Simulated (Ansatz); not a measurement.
# Frozen normal mode in HfO2

All numbers below come from DFT r2SCAN, scalar-relativistic, plane waves, PAW (Ansatz). Cutoff 500 eV, Γ-centred 6×6×8 k-points, Gaussian smearing of 0.05 eV. Spin–orbit coupling is left out, which matters for the heavy elements here. No spin polarisation. Energies are free energies at this smearing, counted from the undisturbed cell; pressure is positive in compression.

Reference structure (relaxed at this level; this rutile-type form isn't the usual structure):

```yaml
crystal:
  lattice:
    - [4.83820, 0.00000, 0.00000]
    - [0.00000, 4.83820, 0.00000]
    - [0.00000, 0.00000, 3.22035]
  atoms:
    - { symbol: Hf, position: [0.00000, 0.00000, 0.00000] }
    - { symbol: Hf, position: [0.50000, 0.50000, 0.50000] }
    - { symbol: O, position: [0.19492, 0.80508, 0.50000] }
    - { symbol: O, position: [0.30508, 0.30508, 0.00000] }
    - { symbol: O, position: [0.69492, 0.69492, 0.00000] }
    - { symbol: O, position: [0.80508, 0.19492, 0.50000] }
```

A zone-centre mode of this cell is frozen in: each atom moves by x times its row below, so x is the largest displacement.
```
atom ux uy uz
 Hf1  0.000  0.000  -0.063
 Hf2  0.000  0.000   0.063
  O3  0.000  0.000   1.000
  O4  0.000  0.000  -1.000
  O5  0.000  0.000  -1.000
  O6  0.000  0.000   1.000
```

```tsv
x (Å)	ΔE (meV/cell)	force along the mode (eV/Å)	pressure (GPa)	gap on the mesh (eV)
-0.3000	2041.5	14.42	15.6	4.43
-0.1500	?	6.60	?	4.73
0.0000	0.0	0.00	0.0	4.53
0.0375	29.9	-1.60	0.2	4.56
0.0750	120.2	-3.22	1.0	4.63
0.1125	271.9	-4.88	2.2	4.73
0.1875	767.7	?	6.0	?
0.2250	1117.8	-10.29	8.7	4.63
0.2625	1540.9	-12.29	11.9	4.57
```

By symmetry 0.3000 repeats -0.3000, -0.2250 repeats 0.2250, 0.1500 repeats -0.1500, -0.0750 repeats 0.0750 in energy, with the opposite slope along the path.

Question: Give the withheld values.

Answer: ΔE (meV/cell) at x (Å) = -0.1500: 486.8; pressure (GPa) at x (Å) = -0.1500: 3.9; force along the mode (eV/Å) at x (Å) = 0.1875: -8.40; gap on the mesh (eV) at x (Å) = 0.1875: 4.68.